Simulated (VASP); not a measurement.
Input of a VASP 6.6.1 run:

The input INCAR:

```
PREC = Accurate
ENCUT = 520
EDIFF = 1E-6
ISMEAR = 0
SIGMA = 0.1
LREAL = False
LASPH = True
NELM = 100
ALGO = Normal
ISIF = 2
LWAVE = False
LCHARG = False
GGA = PE
NBANDS = 16
```

The input KPOINTS:

```
Automatic mesh
0
Gamma
  6 6 4
```

File POSCAR:

```
AlN
1.0
    3.3121157418      0.0000000000      0.0000000000
   -1.6560578709      2.8683763727      0.0000000000
    0.0000000000      0.0000000000      4.1875630000
Al N
2 2
Direct
    0.3333333300      0.6666666700      0.7500000000
    0.6666666700      0.3333333300      0.2500000000
    0.3333333300      0.6666666700      0.2500000000
    0.6666666700      0.3333333300      0.7500000000
```

Potentials or basis: VASP PAW PBE potentials, release 64 (Al, N).

The run is started by

```bash
$ cat potpaw_PBE.64/Al/POTCAR potpaw_PBE.64/N/POTCAR > POTCAR
$ mpirun -np 1 vasp_std > vasp.out
```

(1) Predict the band gap on the k mesh.

(2) What does it give for the pressure?

Results:

(1) 3.27 eV, direct.

(2) 0.0 GPa.
